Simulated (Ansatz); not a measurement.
# C: the cost of one run

Computed with Ansatz 0.2.0 (DFT PBE+D3(BJ), scalar-relativistic, plane waves, PAW, unless a step's input says otherwise).

3 further runs of the same task are left out: 3 set aside as unsound or not needed.

**1. The system as given**

Symmetry: P6/mmm, No. 191, hexagonal system. Conventional cell: a = 2.465 Å, b = 2.465 Å, c = 3.567 Å, α = 90.00°, β = 90.00°, γ = 120.00°. C (site symmetry -6m2) is surrounded by 3 C at 1.42 Å.

Coordinates:

```
CELL_PARAMETERS angstrom
2.46474 0.00000 0.00000
-1.23237 2.13453 0.00000
0.00000 0.00000 3.56743
ATOMIC_POSITIONS crystal
C 0.33333 0.66667 0.00000
C 0.66667 0.33333 0.00000
```

It goes back to an entry of the Materials Project, which need not be the stable form.

This cell was relaxed beforehand with the same method: volume 9.38 Å³/atom, gap on the mesh none (metal).

**2. Tight relaxation for the response runs, with the smearing for a metal**

Response functions are second derivatives at a minimum, so forces and stress are first brought close to zero on the mesh and occupations that the response runs use.

input.yaml

```yaml
crystal:
  lattice:
    - [2.4647381243, 0.0, 0.0]
    - [-1.2323690622, 2.1345258293, 0.0]
    - [0.0, 0.0, 3.567426155]
  atoms:
    - { symbol: C, position: [0.3333333333, 0.6666666667, 0.0] }
    - { symbol: C, position: [0.6666666667, 0.3333333333, 0.0] }
basis:
  ecutwfc: 420
kpoints:
  mp_grid: { grid: [18, 18, 12] }
hamiltonian:
  xc: pbe
  dispersion: d3bj
scf:
  occupations: { method: fermi_dirac, width: 0.15 }
output:
  forces: true
  stress: true
  eigenvalues: true
  write_density: true
  write_potential: true
  elf: true
  volumetric_format: npy
relax:
  adjacent_minimum: "off"
  f_tol: 0.001
  max_steps: 60
  cell: { stress_tol: 0.01 }
```

Started as:

```
ansatz run input.yaml --threads 1 --pin off --max-ram 3072MiB --backend cpu --events-out ev --progress --plain --runs-dir out
```

What time and memory should one allow on 1 thread of Intel Xeon 6975P-C (Granite Rapids), shared host?

About 4.5 s, with a peak of 0.39 GiB.
